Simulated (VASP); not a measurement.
Input of a VASP 6.6.1 run:

Contents of INCAR:

```
SYSTEM = GaSb
ALGO = Normal
EDIFF = 1E-7
ENCUT = 520
GGA = PE
ISIF = 2
ISMEAR = -1
LASPH = .TRUE.
LCHARG = .FALSE.
LREAL = .FALSE.
LWAVE = .FALSE.
NBANDS = 16
NELM = 100
PREC = Accurate
SIGMA = 0.05
```

Contents of KPOINTS:

```
k-points
0
G
  8 8 8
  0 0 0
```

Contents of POSCAR:

```
GaSb
1.0
    0.0000000000      3.0992546163      3.0992546163
    3.0992546163      0.0000000000      3.0992546163
    3.0992546163      3.0992546163      0.0000000000
Sb Ga
1 1
Direct
    0.7500000000      0.7500000000      0.7500000000
    0.0000000000      0.0000000000      0.0000000000
```

Potentials or basis: VASP PAW PBE potentials, release 64 (Sb, Ga_d).

Command:

```sh
$ cat potpaw_PBE.64/Sb/POTCAR potpaw_PBE.64/Ga_d/POTCAR > POTCAR
$ mpirun -np 1 vasp_std > vasp.out
```

(1) Estimate the pressure.

(2) Predict the band gap on the k mesh.

Answers

(1) 0.4 GPa.

(2) none (metal or under the smearing width).

Caveat: this crystal is a semiconductor, whose small gap the functional closes, so the metal is an error of the method.

**The experiment to reproduce.**

A printed reference work, data compilation reports, for a bulk crystal of GaSb at 4.2 K: band gap 0.811 eV (direct).

A measured gap of GaSb is 0.811 eV (direct; 4.2 K; a printed reference work, data compilation); the calculated 0.00 eV misses it by -0.81 eV. Spin-orbit coupling on Ga, Sb is left out. The value is that of PBE on a finite k mesh, which can miss the band edges, without temperature or zero-point motion. Semilocal functionals fall short of measured gaps as a rule.
